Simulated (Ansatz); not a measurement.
**Si under changes of volume**

One of the cells (20.165 Å³/atom); the others are scaled copies at fixed shape and fractional positions:

```
CELL_PARAMETERS angstrom
0.00000 2.72185 2.72185
2.72185 0.00000 2.72185
2.72185 2.72185 0.00000
ATOMIC_POSITIONS crystal
Si 0.50000 0.50000 0.50000
Si 0.75000 0.75000 0.75000
```

* Program: Ansatz 0.2.0
* Functional: CAM-B3LYP
* Potentials or basis: Ansatz PAW
* Cutoff: 420 eV (not typed: the program's choice for these potentials)
* k mesh: 4 × 4 × 4
* Occupations: fermi-dirac, width 0.05 eV
* Spin: no spin polarisation

```csv
volume (Å³/atom),energy over the lowest point (meV/atom),pressure (GPa),gap on the mesh (eV)
18.955,28.88,7.6,4.01
19.358,13.14,5.0,4.05
19.761,3.72,2.6,4.08
20.165,0.00,0.4,4.11
20.568,?,?,?
20.971,7.59,-3.3,4.17
21.375,17.91,-4.9,4.19
```

**Question.** What does the run at 20.568 Å³/atom give?

**Answer.** Energy over the lowest point 1.45 meV/atom; pressure -1.5 GPa; gap on the mesh 4.14 eV.

Worked out: A Birch-Murnaghan fit of order 3 (a polynomial in V^(-2/3)) to the other rows has its minimum at 20.25 Å³/atom with B0 = V·E''(V) = 101 GPa and B' = 4.2. It gives 1.47 meV/atom at 20.568 Å³/atom, against the run's 1.45, and -dE/dV = -1.5 GPa, against -1.5. A straight line through the other rows of the gap, of slope 1.5 eV per unit of ln V, gives 4.14 eV, against the run's 4.14.

Energies are extrapolated to zero smearing.

Caveats: all runs use coarse meshes; the PAW data sets come from PBE, with cores solved anew for the run's functional, which leaves a small shift of forces and pressure; the thresholds are loose for stress.

A mesh can miss the band edges.
